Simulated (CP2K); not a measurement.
TePb under changes of volume

One of the cells (33.730 Å³/atom); the others are scaled copies at fixed shape and fractional positions:

```xyz
2
Lattice="4.5693 0.0000 0.0000 2.2847 3.9572 0.0000 2.2847 1.3191 3.7308" Properties=species:S:1:pos:R:3 pbc="T T T"
Pb    0.0000    0.0000    0.0000
Te    4.5693    2.6381    1.8654
```

- Program: CP2K 2026.2
- Functional: r2SCAN
- Potentials or basis: POTENTIAL_UZH Pb GTH-SCAN-q4, Te GTH-SCAN-q6; TZVP-MOLOPT-SCAN-GTH basis
- Density cutoff: 9184 eV
- k mesh: 7 × 7 × 7
- Occupations: fermi-dirac, width 0.1 eV
- Spin: no spin polarisation

| volume (Å³/atom) | energy over the lowest point (meV/atom) | pressure (GPa) |
| --- | --- | --- |
| 31.706 | 24.01 | 3.6 |
| 32.380 | ? | ? |
| 33.055 | 3.67 | 1.3 |
| 33.730 | 0.00 | 0.4 |
| 34.404 | 0.07 | -0.4 |
| 35.079 | 3.49 | -1.2 |
| 35.753 | 9.93 | -1.9 |

What does the run at 32.380 Å³/atom give?

Energy over the lowest point 11.52 meV/atom; pressure 2.4 GPa.

Worked out: A Birch-Murnaghan fit of order 3 (a polynomial in V^(-2/3)) to the other rows has its minimum at 34.05 Å³/atom with B0 = V·E''(V) = 43 GPa and B' = 4.5. It gives 11.52 meV/atom at 32.380 Å³/atom, against the run's 11.52, and -dE/dV = 2.4 GPa, against 2.4.

Energies are extrapolated to zero smearing.

Caveats: the basis of atomic orbitals isn't converged, which shifts pressures, moduli and gaps.
